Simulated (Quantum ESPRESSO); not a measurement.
HfO2:

```
CELL_PARAMETERS angstrom
3.55802 0.00000 0.00000
0.00000 3.55802 0.00000
0.00000 0.00000 5.17186
ATOMIC_POSITIONS crystal
Hf 0.00000 0.00000 0.00000
Hf 0.50000 0.50000 0.50000
O 0.00000 0.50000 0.19721
O 0.50000 0.00000 0.30279
O 0.50000 0.00000 0.80279
O 0.00000 0.50000 0.69721
```

Measurements of this composition are mostly on another form, of space group No. 14.

Base run:

* Program: Quantum ESPRESSO 7.5
* Functional: WC
* Potentials or basis: GBRV 1.5 PBE
* Cutoff: 612 eV
* Density cutoff: 4898 eV
* k mesh: 6 × 6 × 4, shifted
* Occupations: fermi-dirac, width 0.05 eV
* Spin: no spin polarisation

Its results: pressure 1.2 GPa; largest force 0.122 eV/Å; electronic dielectric tensor (diagonal) 5.24, 5.24, 4.72.

Task: The run is repeated on the same cell with these changes: functional from WC to PBE. What comes out?

Result: Pressure 8.2 GPa; largest force 0.140 eV/Å; electronic dielectric tensor (diagonal) 5.14, 5.14, 4.64.

PBE binds less tightly than WC, so the same cell stands under more pressure.

Caveats: the potentials were made for another functional, which shifts forces and pressure (some runs); the cell is more than 3 GPa from zero pressure, which shifts response properties (some runs).
